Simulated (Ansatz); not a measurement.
# Sc2CS2 MXene monolayer in a perpendicular field

What dipole does a perpendicular field induce in the Sc2CS2 MXene monolayer? A positive field points along +c.

Main program and level: Ansatz 0.2.0; plane-wave DFT, PBE-D3(BJ), Ansatz PAW, in the first sound run; inputs show where later runs differ.

## 1. The starting structure

The cell holds 5 atoms: 2 S, 2 Sc and 1 C. Its edges and angles: a = 3.226 Å, b = 3.226 Å, c = 43.216 Å, α = 90.0°, β = 90.0°, γ = 120.0°. Vacuum lies along c.

## 2. Relaxing the slab

The starting cell is a guess, so the in-plane lattice and the atoms are relaxed first, with the slab cut off from its images along the normal.

input.yaml reads:

```yaml
crystal:
  lattice:
    - [3.22608, 0.0, 0.0]
    - [-1.61304, 2.7938672346, 0.0]
    - [0.0, 0.0, 43.2163980777]
  atoms:
    - { symbol: S, position: [0.3333333333, 0.6666666667, 0.4292352168] }
    - { symbol: Sc, position: [0.6666666667, 0.3333333333, 0.470545319] }
    - { symbol: C, position: [0.0, 0.0, 0.5] }
    - { symbol: Sc, position: [0.3333333333, 0.6666666667, 0.529454681] }
    - { symbol: S, position: [0.6666666667, 0.3333333333, 0.5707647832] }
  periodic: [true, true, false]
kpoints:
  mp_grid: { grid: [12, 12, 1] }
hamiltonian:
  xc: pbe
  dispersion: d3bj
scf:
  occupations: { method: fermi_dirac, width: 0.05 }
  convergence: { dr2_threshold: 1.0e-09 }
relax:
  f_tol: 0.004
  max_steps: 90
  cell: {}
output:
  write_potential: true
  write_density: true
  volumetric_format: npy
```

Command:

```console
ansatz run input.yaml --threads 4 --pin off --max-ram 6144MiB --backend cpu --events-out ev --progress --plain --runs-dir out
```

Numbers of over 12 decimals in the logs are rounded to 6 here.

Log:

```text
Warning: relax.cell: scf.convergence.dr2_threshold = 1e-9 eV is looser than the 1.92501461973e-10 eV advised for a relaxation that steers and ends on the stress (1e-10 eV for each atom of the cell: 5, times the square of relax.cell.stress_2d_tol = 0.05 N/m over 16.1 Å (the atoms' height at the walk's start and 5 Å past either face), 3.102e-2 GPa, over a crystal's default 0.05). What an SCF threshold leaves in a stress goes as its square root, and in the free energy as the threshold itself, and one threshold admits the most on a small cell: [figures from the program's tests cut] Set scf.convergence.dr2_threshold to 1.92501461973e-10 eV or tighter. [rest of the remark cut]
Engine: ansatz 0.2.0, x86_64-unknown-linux-gnu
Pseudopotentials: kind: paw
Pseudopotential: S, paw, valence charge 6, recommended cutoff 420 eV (normal), S.paw.azcp
Pseudopotential: Sc, paw, valence charge 11, recommended cutoff 420 eV (normal), Sc.paw.azcp
Pseudopotential: C, paw, valence charge 4, recommended cutoff 420 eV (normal), C.paw.azcp
Functional definition: PBE
  parameter kappa = 0.804
  parameter beta = 0.066725
  exchange = pbe_x(kappa = kappa, mu = beta*pi^2/3)
  correlation = pbe_c(beta = beta)
Crystal: 5 atoms, lattice volume = 389.520 Å³
Basis set: ecut = 420 eV, 7741 PW (Γ), exchange–correlation on 48×48×600 points (8 copies of the dense FFT grid, shifted against one another)
Bands: 24, of which v1, the nominal top of the filled ones, is band 19 counted from 1 (18 counted from 0)
Symmetry: 12 space group operations
Space group: P-3m1 (ITA 164), of the structure as read, at distance tolerance 7.3e-5 Å
k-points: 19 of 144
Non-local potential: S, projectors of the file, l = 0: 2, l = 1: 2, l = 2: 2
Non-local potential: Sc, projectors of the file, l = 0: 3, l = 1: 2, l = 2: 3, l = 3: 1
Non-local potential: C, projectors of the file, l = 0: 2, l = 1: 2, l = 2: 1
PAW form: soft (Blöchl's): semilocal exchange-correlation on the pseudo side does not see the compensation charge
PAW one-centre angular grid: S, 110 points (default); XC on 64 Gauss nodes
PAW one-centre angular grid: Sc, 590 points (default); XC on 64 Gauss nodes
PAW one-centre angular grid: C, 110 points (default); XC on 64 Gauss nodes
Initial density: superposition of atomic densities (neutral atoms: chi_scale 0, normalization atom), corrected by the library's trained network
Initial wavefunctions: pseudopotential atomic-orbital guess
Functional: x = pbe(κ = 0.804, μ = 0.219515), c = pbe(β = 0.066725)
SCF iter   1: F=—  HF=-6331.613049 eV  |F-HF|=—  |Δ(HF+E_count)|=         —  Δρ=2.24e-3  dr2=1.62e-1  ethr=1.77e-3  ⟨swp⟩=10.3  Hψ=3181  notcnv=0
preconditioner: auto → LDOS  [metal: Δε(μ)=0.033 eV  Ē_g=7.135 eV  σ=0.050 eV  W_gap=0.16  n_scr=24 (ndim 8)  ℏωp=8.8 eV  f_vac=0.768  D(μ)=3.15/eV (n_scr^D=16)  β→1.0]
SCF iter   2: F=—  HF=-6331.603332 eV  |F-HF|=—  |Δ(HF+E_count)|=   9.72e-3  Δρ=7.73e-4  dr2=1.18e-2  ethr=4.26e-4  ⟨swp⟩=3.2  Hψ=811  notcnv=0  defer=2
SCF iter   3: F=—  HF=-6331.603311 eV  |F-HF|=—  |Δ(HF+E_count)|=   2.11e-5  Δρ=1.66e-4  dr2=3.79e-4  ethr=3.09e-5  ⟨swp⟩=3.2  Hψ=824  notcnv=0  defer=2
SCF iter   4: F=—  HF=-6331.603388 eV  |F-HF|=—  |Δ(HF+E_count)|=   7.72e-5  Δρ=4.51e-5  dr2=1.01e-5  ethr=9.97e-7  ⟨swp⟩=3.1  Hψ=980  notcnv=0  defer=2
SCF iter   5: F=—  HF=-6331.603372 eV  |F-HF|=—  |Δ(HF+E_count)|=   1.63e-5  Δρ=3.71e-5  dr2=8.03e-6  ethr=2.65e-8  ⟨swp⟩=3.3  Hψ=1044  notcnv=0  defer=2
SCF iter   6: F=—  HF=-6331.603373 eV  |F-HF|=—  |Δ(HF+E_count)|=   1.23e-6  Δρ=6.04e-6  dr2=1.17e-7  ethr=2.11e-8  ⟨swp⟩=2.3  Hψ=822  notcnv=0  defer=2
SCF iter   7: F=—  HF=-6331.603238 eV  |F-HF|=—  |Δ(HF+E_count)|=   1.36e-4  Δρ=2.21e-6  dr2=1.81e-8  ethr=3.07e-10  ⟨swp⟩=4.0  Hψ=1260  notcnv=0  defer=2
SCF iter   8: F=—  HF=-6331.603238 eV  |F-HF|=—  |Δ(HF+E_count)|=   2.34e-8  Δρ=4.51e-7  dr2=1.68e-9  ethr=4.78e-11  ⟨swp⟩=2.6  Hψ=833  notcnv=0  defer=2
SCF iter   9: F=-6331.603238 eV  HF=-6331.603238 eV  |F-HF|=2.91e-9  |Δ(HF+E_count)|=   8.53e-9  Δρ=1.45e-7  dr2=4.56e-11  ethr=2.63e-12  ⟨swp⟩=11.9  Hψ=3586  notcnv=0
SCF 1 converged in 9 iterations: F = -6331.603238 eV  dr2 = 4.56e-11
  greatest PAW one-centre occupation: 0.998 electrons in one spin orbital (limit 2), on the Sc atom at site 3 (counted from 0), in its partial waves of l = 0
relax step   1: F+E_penalty+E_count = -6331.60323774 eV  Δ(F+E_penalty+E_count) = +0.000e0 eV  max|allowed force component| = 6.524e-1 eV/Å  Δτ_max = 0.0000 Å  P = +4.396 N/m  Ω = 389.520 Å³  fix = [c, alpha, beta]  reactions: c +0.000 N/m  (9 SCF iters, accepted)
Crystal: 5 atoms, lattice volume = 396.287 Å³
Basis set: ecut = 420 eV, 7897 PW (Γ), exchange–correlation on 48×48×600 points (8 copies of the dense FFT grid, shifted against one another)
Initial density: handed on by an earlier stage of this run
Initial wavefunctions: those handed on with the density
SCF iter   1: F=—  HF=-6331.908528 eV  |F-HF|=—  |Δ(HF+E_count)|=         —  Δρ=1.51e-2  dr2=5.32e0  ethr=3.10e-3  ⟨swp⟩=16.8  Hψ=3091  notcnv=0
preconditioner: auto → LDOS  [metal: Δε(μ)=0.111 eV  Ē_g=7.124 eV  σ=0.050 eV  W_gap=0.48  n_scr=24 (ndim 8)  ℏωp=8.7 eV  f_vac=0.764  D(μ)=2.65/eV (n_scr^D=14)  β→1.0]
SCF iter   2: F=—  HF=-6331.720872 eV  |F-HF|=—  |Δ(HF+E_count)|=   1.88e-1  Δρ=6.15e-3  dr2=9.55e-1  ethr=3.10e-3  ⟨swp⟩=3.3  Hψ=895  notcnv=0  defer=1
SCF iter   3: F=—  HF=-6331.663066 eV  |F-HF|=—  |Δ(HF+E_count)|=   5.78e-2  Δρ=9.15e-4  dr2=1.17e-2  ethr=2.51e-3  ⟨swp⟩=2.1  Hψ=792  notcnv=0  defer=1
SCF iter   4: F=—  HF=-6331.660174 eV  |F-HF|=—  |Δ(HF+E_count)|=   2.89e-3  Δρ=1.68e-4  dr2=1.32e-4  ethr=3.08e-5  ⟨swp⟩=3.4  Hψ=1086  notcnv=0  defer=2
SCF iter   5: F=—  HF=-6331.660247 eV  |F-HF|=—  |Δ(HF+E_count)|=   7.32e-5  Δρ=8.09e-5  dr2=9.02e-5  ethr=3.47e-7  ⟨swp⟩=3.3  Hψ=1013  notcnv=0  defer=1
SCF iter   6: F=—  HF=-6331.660300 eV  |F-HF|=—  |Δ(HF+E_count)|=   5.28e-5  Δρ=4.02e-5  dr2=1.91e-5  ethr=2.37e-7  ⟨swp⟩=3.0  Hψ=865  notcnv=0  defer=1
SCF iter   7: F=—  HF=-6331.660292 eV  |F-HF|=—  |Δ(HF+E_count)|=   8.10e-6  Δρ=1.02e-5  dr2=1.20e-6  ethr=5.04e-8  ⟨swp⟩=2.8  Hψ=683  notcnv=0  defer=1
SCF iter   8: F=—  HF=-6331.660161 eV  |F-HF|=—  |Δ(HF+E_count)|=   1.31e-4  Δρ=2.08e-6  dr2=1.09e-7  ethr=3.15e-9  ⟨swp⟩=3.2  Hψ=939  notcnv=0  defer=1
SCF iter   9: F=—  HF=-6331.660161 eV  |F-HF|=—  |Δ(HF+E_count)|=   1.86e-8  Δρ=4.52e-7  dr2=1.45e-9  ethr=2.87e-10  ⟨swp⟩=2.3  Hψ=654  notcnv=0  defer=1
SCF iter  10: F=-6331.660161 eV  HF=-6331.660161 eV  |F-HF|=9.31e-10  |Δ(HF+E_count)|=   6.83e-9  Δρ=1.20e-7  dr2=1.92e-10  ethr=2.63e-12  ⟨swp⟩=11.7  Hψ=3626  notcnv=0
[...]
relax step   5: F+E_penalty+E_count = -6331.74333602 eV  Δ(F+E_penalty+E_count) = -4.219e-2 eV  max|allowed force component| = 7.999e-2 eV/Å  Δτ_max = 0.1109 Å  P = +0.790 N/m  Ω = 424.705 Å³  energy of the carried Pulay correction = -3.290e-3 eV  fix = [c, alpha, beta]  reactions: c +0.000 N/m  (9 SCF iters, accepted)
relax step   6: F+E_penalty+E_count = -6331.72824652 eV  Δ(F+E_penalty+E_count) = +1.509e-2 eV  max|allowed force component| = 6.847e-1 eV/Å  Δτ_max = 0.1951 Å  P = +1.102 N/m  Ω = 455.051 Å³  energy of the carried Pulay correction = -5.909e-3 eV  fix = [c, alpha, beta]  (10 SCF iters, rejected (line search))
relax step   7: F+E_penalty+E_count = -6331.76264293 eV  Δ(F+E_penalty+E_count) = -1.931e-2 eV  max|allowed force component| = 9.475e-2 eV/Å  Δτ_max = 0.0593 Å  P = +0.346 N/m  Ω = 436.345 Å³  energy of the carried Pulay correction = -4.317e-3 eV  fix = [c, alpha, beta]  reactions: c +0.000 N/m  (9 SCF iters, accepted)
relax step   8: F+E_penalty+E_count = -6331.77224805 eV  Δ(F+E_penalty+E_count) = -9.605e-3 eV  max|allowed force component| = 5.284e-2 eV/Å  Δτ_max = 0.0756 Å  P = +0.470 N/m  Ω = 446.383 Å³  energy of the carried Pulay correction = -5.180e-3 eV  fix = [c, alpha, beta]  reactions: c +0.000 N/m  (9 SCF iters, accepted)
relax step   9: F+E_penalty+E_count = -6331.77293755 eV  Δ(F+E_penalty+E_count) = -6.895e-4 eV  max|allowed force component| = 1.572e-2 eV/Å  Δτ_max = 0.0047 Å  P = +0.073 N/m  Ω = 447.896 Å³  energy of the carried Pulay correction = -5.308e-3 eV  fix = [c, alpha, beta]  reactions: c +0.000 N/m  (8 SCF iters, accepted)
relax step  10: F+E_penalty+E_count = -6331.77295288 eV  Δ(F+E_penalty+E_count) = -1.534e-5 eV  max|allowed force component| = 3.321e-3 eV/Å  Δτ_max = 0.0007 Å  P = +0.013 N/m  Ω = 448.039 Å³  energy of the carried Pulay correction = -5.320e-3 eV  fix = [c, alpha, beta]  reactions: c +0.000 N/m  (6 SCF iters, accepted)
relax step  11: F+E_penalty+E_count = -6331.78321739 eV  Δ(F+E_penalty+E_count) = -1.026e-2 eV  max|allowed force component| = 3.418e-3 eV/Å  Δτ_max = 0.0000 Å  P = +0.155 N/m  Ω = 448.039 Å³  fix = [c, alpha, beta]  reactions: c +0.000 N/m  stress off target by 1.55e-1 N/m on what of the cell is left free  SCF on the basis re-selected at this cell (its energy is not comparable with the rows above)  (6 SCF iters)
relax step  12: F+E_penalty+E_count = -6331.78326185 eV  Δ(F+E_penalty+E_count) = -4.446e-5 eV  max|allowed force component| = 8.966e-3 eV/Å  Δτ_max = 0.0055 Å  P = +0.006 N/m  Ω = 449.528 Å³  energy of the carried Pulay correction = -1.261e-4 eV  fix = [c, alpha, beta]  reactions: c +0.000 N/m  (7 SCF iters, accepted)
relax step  13: F+E_penalty+E_count = -6331.78326353 eV  Δ(F+E_penalty+E_count) = -1.674e-6 eV  max|allowed force component| = 1.174e-3 eV/Å  Δτ_max = 0.0011 Å  P = +0.001 N/m  Ω = 449.597 Å³  energy of the carried Pulay correction = -1.320e-4 eV  fix = [c, alpha, beta]  reactions: c +0.000 N/m  (6 SCF iters, accepted)
iter 1 solved again at ethr=7.28e-8 eV; its pass at ethr=3.10e-3 eV (dr2=2.77e-5 eV) is discarded
SCF iter   1: F=—  HF=-6331.783528 eV  |F-HF|=—  |Δ(HF+E_count)|=         —  Δρ=4.37e-6  dr2=2.82e-8  ethr=7.28e-8  ⟨swp⟩=5.9  Hψ=5026  notcnv=0
preconditioner: auto → LDOS  [metal: Δε(μ)=0.027 eV  Ē_g=7.013 eV  σ=0.050 eV  W_gap=0.13  n_scr=24 (ndim 8)  ℏωp=8.2 eV  f_vac=0.782  D(μ)=3.49/eV (n_scr^D=16)  β→1.0]
SCF iter   2: F=—  HF=-6331.783409 eV  |F-HF|=—  |Δ(HF+E_count)|=   1.19e-4  Δρ=7.33e-7  dr2=2.55e-9  ethr=7.43e-11  ⟨swp⟩=4.4  Hψ=1365  notcnv=0
SCF iter   3: F=-6331.783409 eV  HF=-6331.783409 eV  |F-HF|=2.32e-8  |Δ(HF+E_count)|=   6.63e-9  Δρ=3.12e-7  dr2=6.50e-10  ethr=2.63e-12  ⟨swp⟩=17.1  Hψ=4180  notcnv=0
SCF 14 converged in 3 iterations: F = -6331.783409 eV  dr2 = 6.50e-10
relax step  14: F+E_penalty+E_count = -6331.78340894 eV  Δ(F+E_penalty+E_count) = -1.454e-4 eV  max|allowed force component| = 1.182e-3 eV/Å  Δτ_max = 0.0000 Å  P = +0.001 N/m  Ω = 449.597 Å³  fix = [c, alpha, beta]  reactions: c +0.000 N/m  stress off target by 1.26e-3 N/m on what of the cell is left free  SCF on the basis re-selected at this cell (its energy is not comparable with the rows above)  (3 SCF iters)
basis re-selected at this cell: Δ(F+E_penalty+E_count) = -1.454e-4 eV, ΔP = +0.000 N/m vs the last step (what re-selecting the basis moved, of the pressure what is left beyond the Pulay correction that the steps carried, after the strain that the cell walked since its last selection, with what the two solves' SCF thresholds leave and, on support functions, any second-order correction that the steps lacked; it is no m [...]
WARN: The input density's exchange-correlation potential varies sharply where the density is thin. Do not read a vacuum level from v_tot or v_xc, or from such a field of the output density. On a cell that repeats whose density bears no net charge and no dipole along the vacuum's axis use v_es (v_loc + v_h of the components); under efield.dipole_correction with no amplitude use v_es + v_field, which holds any external [...]
SCF converged after 3 iterations
Free energy (F): -6331.783409 eV
Harris-Foulkes:  -6331.783409 eV  (|F-HF|=2.32e-8)
Internal energy: -6331.754272 eV  (E = F + TS)
E sigma→0 (E₀):  -6331.768840 eV
Entropy (-TS):   -0.029137 eV (-5.827 meV/atom)
Fermi energy:    -6.842042 eV
--- Per-component energies (eV) ---
  E_band       = -851.064405
  E_kinetic    = 824.113820
  E_local      = -109578.944675  (includes V_loc(G=0)·N_el)
  E_nonlocal   = 245.932610
  E_hartree    = 54199.036464
  E_xc         = -452.363009
  E_vxc        = -494.550553  (∫ρ·V_xc dr)
  E_paw        = -3208.756408  (= ΣΔE_a)
  E_vpaw       = -245.691576  (= ΣTr[D̂ρ^β])
  E_aug_tail   = 0.000026  (compensation charges beyond the density's cutoff)
  E_ewald      = 51640.573952
  E_disp       = -1.347052  (pairwise vdW)
  E_smearing   = -0.029137  (= −TS)
  E_closure    = 0.000000  (closes the sum)
  Σ components = -6331.783409   (vs F -6331.783409, Δ=0.00e0)
--- Forces (eV/Å), atoms counted from 1 ---
  atom   1  S      0.00000000     0.00000000     0.00010576
  atom   2  Sc     0.00000000     0.00000000    -0.00118156
  atom   3  C      0.00000000     0.00000000     0.00000000
  atom   4  Sc     0.00000000    -0.00000000     0.00118156
  atom   5  S      0.00000000    -0.00000000    -0.00010576
  max |Σ_I F_I| component: 9.49e-20 eV/Å
--- 2D stress c σ (N/m, compression-positive) ---
        0.001264       0.000000      -0.000000
       -0.000000       0.001264       0.000000
       -0.000000       0.000000       0.000000
  P = ½ c Tr σ = 0.0013 N/m
--- Band table (eV; the first three rows and the last of 19) ---
  k-point 0: bands = [... 15 lower, -7.0131, -7.0131, -6.1793, -5.4773, -5.4773, -3.7224, -3.7224, -3.3916, ... 1 higher]
  k-point 1: bands = [... 15 lower, -7.4196, -7.0392, -6.0341, -5.9853, -5.6953, -3.7595, -3.5149, -3.2548, ... 1 higher]
  k-point 2: bands = [... 15 lower, -7.6056, -7.1195, -6.9447, -6.0989, -6.0825, -4.0640, -3.1740, -2.9068, ... 1 higher]
  k-point 18: bands = [... 15 lower, -8.2647, -8.2647, -7.6070, -7.6070, -7.4070, -2.8234, -2.8234, -2.7843, ... 1 higher]
  the weakly bound empty levels are not read free of the cell's end (no_gap_told)
--- Relaxed structure (12 steps of the walk, 11 accepted, 2 SCFs on fresh bases) ---
  F+E_penalty+E_count = -6331.78340894 eV   max|allowed force component| = 1.182e-3 eV/Å   (the final SCF, on the basis selected at the relaxed cell)
  cell:  # Å, volume = 449.5970 Å³
    - [3.465949, 0, 0]
    - [-1.732974, 3.001600, 0]
    - [0, 0, 43.2163980777]
  atoms:
    - { symbol: S, position: [0.333333, 0.666667, 0.435227] }
    - { symbol: Sc, position: [0.666667, 0.333333, 0.469145] }
    - { symbol: C, position: [0, 0, 0.500000] }
    - { symbol: Sc, position: [0.333333, 0.666667, 0.530855] }
    - { symbol: S, position: [0.666667, 0.333333, 0.564773] }
```

Wall time 57 s (4 threads of Intel Xeon Platinum 8259CL at 2.50GHz (Skylake/Cascade Lake), shared host); peak memory 1.2 GiB.

Relaxation path:

```
step  energy less that of the first step (eV)  largest force component (eV/Å)  volume (Å³)
   1                                   0.0000                          0.6524       389.52
   2                                  -0.0569                          0.2700       396.29
   3                                  -0.0863                          0.2253       405.82
   4                                  -0.0979                          0.2334       410.20
   5                                  -0.1401                          0.0800       424.70
   6                                  -0.1250                          0.6847       455.05
   7                                  -0.1594                          0.0948       436.34
   8                                  -0.1690                          0.0528       446.38
   9                                  -0.1697                          0.0157       447.90
  10                                  -0.1697                          0.0033       448.04
 11*                                  -0.1800                          0.0034       448.04
  12                                  -0.1800                          0.0090       449.53
  13                                  -0.1800                          0.0012       449.60
 14*                                  -0.1802                          0.0012       449.60
```

Relaxation steps marked * repeat the geometry before them on a plane-wave basis chosen anew for their cell, so energy and pressure can jump there. Relaxation step 6 was tried and not accepted.

Forces are held to the 12 operations that the run works with; a distortion that breaks them can't arise in this run.

```
cell as run  before  after  change
      a (Å)   3.226  3.466  +7.4 %
      b (Å)   3.226  3.466  +7.4 %
```

The atoms that moved most (Å, along periodic axes as changes of fractional coordinates times the final cell, across vacuum about the mean position):

```
atom     dx     dy      dz  length
  S1  0.000  0.000   0.259   0.259
  S5  0.000  0.000  -0.259   0.259
 Sc4  0.000  0.000   0.061   0.061
 Sc2  0.000  0.000  -0.061   0.061
```

Final coordinates:

```cif
data_structure
_symmetry_space_group_name_H-M 'P 1'
_symmetry_Int_Tables_number 1
_cell_length_a 3.4659
_cell_length_b 3.4659
_cell_length_c 43.2164
_cell_angle_alpha 90.000
_cell_angle_beta 90.000
_cell_angle_gamma 120.000
_cell_volume 449.60
loop_
_atom_site_label
_atom_site_type_symbol
_atom_site_fract_x
_atom_site_fract_y
_atom_site_fract_z
_atom_site_occupancy
S1 S 0.33333 0.66667 0.43523 1
Sc2 Sc 0.66667 0.33333 0.46914 1
C3 C 0.00000 0.00000 0.50000 1
Sc4 Sc 0.33333 0.66667 0.53086 1
S5 S 0.66667 0.33333 0.56477 1
```

This step gave:

```
energy at zero smearing : -6331.7688 eV
```

The lattice constant a goes from 3.226 to 3.466 Å.

[end of part 1 of 4]

[Logs are printed without paths, hosts, clocks, repeated set-up lines and the standing remarks that a program may print on its own settings, such as how far it seeks lower states.]

[Hosts, paths, dates, database ids (printed as entryN), source tags and the programs' standing remarks are cut or masked in the printed files.]

[Maps of the electrostatic potential energy from Ansatz leave out the sawtooth potential of an applied field or a dipole correction, so their vacuum need not be flat; planar profiles and work functions include it.]
